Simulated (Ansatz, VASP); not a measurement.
## CuCl: VASP beside Ansatz

```
CELL_PARAMETERS angstrom
0.00000 2.71085 2.71085
2.71085 0.00000 2.71085
2.71085 2.71085 0.00000
ATOMIC_POSITIONS crystal
Cu 0.00000 0.00000 0.00000
Cl 0.75000 0.75000 0.75000
```

Alike in both runs: functional PBE; k mesh 12 × 12 × 12; occupations gaussian, width 0.02 eV; no spin polarisation.

Ansatz relaxed the structure, and its values are those at the end. VASP's run is a single point on that final structure, the one shown.

|  | VASP | Ansatz |
| --- | --- | --- |
| version | VASP 6.6.1 | Ansatz 0.2.0 |
| potentials or method | VASP PAW PBE potentials, release 64 (Cu, Cl) | scalar-relativistic, plane waves, PAW |
| plane-wave cutoff (eV) | 520 | 420 |
| valence electrons in the cell | 18 | 26 |

Ansatz gave:

```
gap on the k mesh at the Fermi level (eV) : 0.53
least direct gap on the mesh (eV)         : 0.53
pressure (GPa)                            : 0.1
```

**Question.** Which values does VASP return?

**Answer.** gap on the k mesh at the Fermi level (eV): 0.53; least direct gap on the mesh (eV): 0.53; pressure (GPa): 0.2.

With one functional, cell and mesh, what is left measures potentials, basis and numerics. The two sets of potentials don't hold the same shells in valence.

A k mesh can miss the band edges.
